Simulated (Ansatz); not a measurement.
Runs of Ansatz 0.2.0 on MnO2. Symmetry: P6_3/mmc, No. 194, hexagonal system. Conventional cell: a = 2.855 Å, b = 2.855 Å, c = 10.222 Å, α = 90.00°, β = 90.00°, γ = 120.00°. Around Mn (site symmetry -3m) lie 6 O at 1.90 Å. O (site symmetry 3m) has 3 Mn at 1.90 Å as nearest neighbours. Measurements of this composition are mostly on another form, of space group No. 136.

| level | U | hubbard projectors | double counting | gap on the mesh (eV) | pressure (GPa) | moment (μB) | relaxed volume (Å³/atom) |
| --- | --- | --- | --- | --- | --- | --- | --- |
| PBEsol+U | Mn d U = 5 eV | ortho-atomic (the default) | fll (the default) | 1.73 | 0.0 | 6.00 | (c) |
| PBEsol | - | - | - | 0.82 | 0.0 | 6.00 | (a) |
| PBEsol+U | Mn d U = 6 eV | ortho-atomic (the default) | fll (the default) | 1.41 | 0.0 | 6.00 | 13.70 |
| PBEsol+U | Mn d U = 2 eV | ortho-atomic (the default) | fll (the default) | 2.00 | 0.0 | 6.00 | 13.18 |
| PBEsol+U | Mn d U = 1 eV | ortho-atomic (the default) | fll (the default) | 1.41 | 0.0 | 6.00 | 13.05 |
| PBEsol+U | Mn d U = 4 eV | ortho-atomic (the default) | fll (the default) | 2.00 | 0.0 | 6.00 | 13.37 |
| PBEsol+U | Mn d U = 8 eV | ortho-atomic (the default) | fll (the default) | (d) | 0.0 | 6.00 | (b) |
| PBEsol+U | Mn d U = 3 eV | ortho-atomic (the default) | fll (the default) | 2.14 | 0.0 | 6.00 | 13.22 |

Alike in all rows: task relaxation of cell and atoms; potentials or basis Ansatz PAW; spin collinear, ferromagnetic start; cell relaxed; k mesh 11 × 11 × 3; cutoff (eV) 420; smearing fermi-dirac 0.05 eV.

Q: Fill in the values left out.

A: (a) 12.97; (b) 14.09; (c) 13.51; (d) 0.65.

Caveats: odd divisions of the mesh miss points on the zone boundary, where band edges often lie, so the gap on the mesh can be too wide; the plane-wave basis is chosen anew once the cell has moved, so the energies of steps on either side of that aren't comparable; only a ferromagnetic start was run, and an antiferromagnetic order may lie lower in energy; the PAW data sets come from PBE, with cores solved anew for the run's functional, which leaves a small shift of forces and pressure; the magnetic or orbital state may not be the lowest (some runs); the volume moved by over 15 % at a fixed basis, so the end points are rough (some runs).

A k mesh can miss the band edges.
